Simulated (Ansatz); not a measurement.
# ZnO: stiffness from a series of strains

```
CELL_PARAMETERS angstrom
3.24940 0.00000 0.00000
-1.62470 2.81406 0.00000
0.00000 0.00000 5.20380
ATOMIC_POSITIONS crystal
Zn 0.33333 0.66667 0.00000
Zn 0.66667 0.33333 0.50000
O 0.33333 0.66667 0.38210
O 0.66667 0.33333 0.88210
```

Atoms are numbered in the order listed.

Structure: COD 9004178, as refined from experiment and not relaxed.

Computed with DFT, PBE, all-electron LAPW, scalar-relativistic in Ansatz 0.2.0.

Settings: a Γ-centred 11×11×6 k mesh, Fermi–Dirac smearing of 0.02 eV, basis error target 0.5 meV/atom, no spin polarisation.

The strain is applied along the Cartesian axes of the cell as listed (the other components stay zero). Fractional coordinates are held (clamped ions).

σ is the change of stress from the unstrained cell, which is at 4.85 GPa; tension is positive, so slopes are stress–strain coefficients at that pressure.

Only quantities that a quadratic follows smoothly over the whole series are listed; rougher ones are left out.

```csv
εxx = εyy,σzz (GPa),σxx (GPa)
-0.0300,-5.07,-13.61
-0.0200,-3.24,-8.55
0.0000,0.00,0.00
0.0100,1.43,3.59
0.0200,2.76,6.78
0.0300,4.00,9.61
```

**Question.** Fit the series and read off the stiffness at zero strain.

**Answer.** Least-squares fits y = p0 + p1 x + p2 x² to the rows give σzz (GPa): p1 = 151, p2 = -590; σxx (GPa): p1 = 386, p2 = -2200. So C13 + C23 = 151 GPa and C11 + C12 = 386 GPa, for these axes.

**Question.** One run, at εxx = εyy = -0.0100, is withheld. Predict its row.

**Answer.** The fits give -1.57, -4.09; the run gave -1.55, -4.03.
